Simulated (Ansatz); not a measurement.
**MgSe (Fm-3m): G0W0 against its settings**

MgSe (started from an entry of an open crystallographic database), relaxed with r2SCAN; one-shot G0W0 in Ansatz without spin-orbit coupling. Calculated for a static, non-magnetic cell.

Space group Fm-3m (No. 225). a = 5.473 Å, b = 5.473 Å, c = 5.473 Å, α = 90.00°, β = 90.00°, γ = 90.00°

| atom | site | symmetry | x | y | z |
| --- | --- | --- | --- | --- | --- |
| Mg | 4a | m-3m | 0.0000 | 0.0000 | 0.0000 |
| Se | 4b | m-3m | 0.5000 | 0.0000 | 0.0000 |

Gaps are read over the mesh points alone. G0W0 here is at a finite number of bands, screening cutoff and k mesh, not at the basis limit.

| start | potentials | frequency model | mesh | empty bands | screening cutoff (eV) | Kohn-Sham gap (eV) | G0W0 gap (eV) |
| --- | --- | --- | --- | --- | --- | --- | --- |
| PBE | PAW | contour deformation | 6×6×6 | 93 | 100 | 1.80 | 2.87 |
| PBE | PAW | contour deformation | 6×6×6 | 224 | 180 | 1.80 | 3.03 |
| PBE | PAW | contour deformation | 6×6×6 | 435 | 260 | 1.80 | 3.10 |
| HSE06 | PAW | contour deformation | 6×6×6 | 224 | 180 | 2.66 | 3.43 |
| r2SCAN | PAW | contour deformation | 6×6×6 | 224 | 180 | 2.48 | 3.34 |
| PBE0 | PAW | contour deformation | 6×6×6 | 224 | 180 | 3.35 | 3.62 |
| PBE | PAW | Godby-Needs pole | 6×6×6 | 224 | 180 | 1.80 | 2.99 |
| PBE | PAW | contour deformation | 8×8×8 | 66 | 80 | 1.80 | 2.81 |
| PBE | norm-conserving | contour deformation | 6×6×6 | 224 | 180 | 1.80 | 2.97 |

The quasiparticle gap on this mesh is 3.10 eV (Γ to X), against 1.80 eV from PBE: +1.30 eV. Renormalisation factors Z lie between 0.75 and 0.81.

Raising bands and cutoff together moves the gap by +0.16 eV (100 to 180 eV), then +0.07 eV (180 to 260 eV); the last step is still large, so the basis limit isn't reached. Starting from HSE06 (2.66 eV against PBE's 1.80 eV) gives 3.43 eV, +0.40 eV from G0W0@PBE at the same screening cutoff. Starting from r2SCAN (2.48 eV against PBE's 1.80 eV) gives 3.34 eV, +0.31 eV from G0W0@PBE at the same screening cutoff. Starting from PBE0 (3.35 eV against PBE's 1.80 eV) gives 3.62 eV, +0.59 eV from G0W0@PBE at the same screening cutoff. The Godby-Needs plasmon pole differs from contour deformation by -0.04 eV. Norm-conserving potentials (wave cutoff 1170 eV against 420 eV) shift the quasiparticle gap by -0.06 eV and the PBE gap by 0.00 eV. r2SCAN runs take a wave cutoff of 500 eV.
